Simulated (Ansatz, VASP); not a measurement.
**One calculation of Sr, two programs**

```
Sr
1.0
     7.21194    0.00000    0.00000
    -3.60597    6.24572    0.00000
     0.00000    0.00000    4.42123
Sr
3
Direct
  0.00000 0.00000 0.00000
  0.33333 0.66667 0.50000
  0.66667 0.33333 0.50000
```

Alike in both runs: task relaxation of cell and atoms; functional PBE; k mesh 9 × 9 × 10; occupations gaussian, width 0.1 eV; no spin polarisation.

```csv
,VASP,Ansatz
version,VASP 6.6.1,Ansatz 0.2.0
potentials or method,"VASP PAW PBE potentials, release 64 (Sr_sv)","scalar-relativistic, plane waves, PAW"
plane-wave cutoff (eV),600,420
valence electrons in the cell,30,30
```

```tsv
	VASP	Ansatz	Ansatz less VASP
gap on the k mesh at the Fermi level, each at its own relaxed structure (eV)	none	none	-
relaxed volume (Å³/atom)	55.40	55.26	-0.136
relaxed cell length with the largest relative difference (Å)	6.851	6.842	-0.0086
energy change over the relaxation (meV/atom)	-57	-57	-0.3
```

A gap of «none» marks a metal or a gap that the smearing closes.

Caveats: the volume moved by over 15 % at a fixed basis, so the end points are rough (VASP).
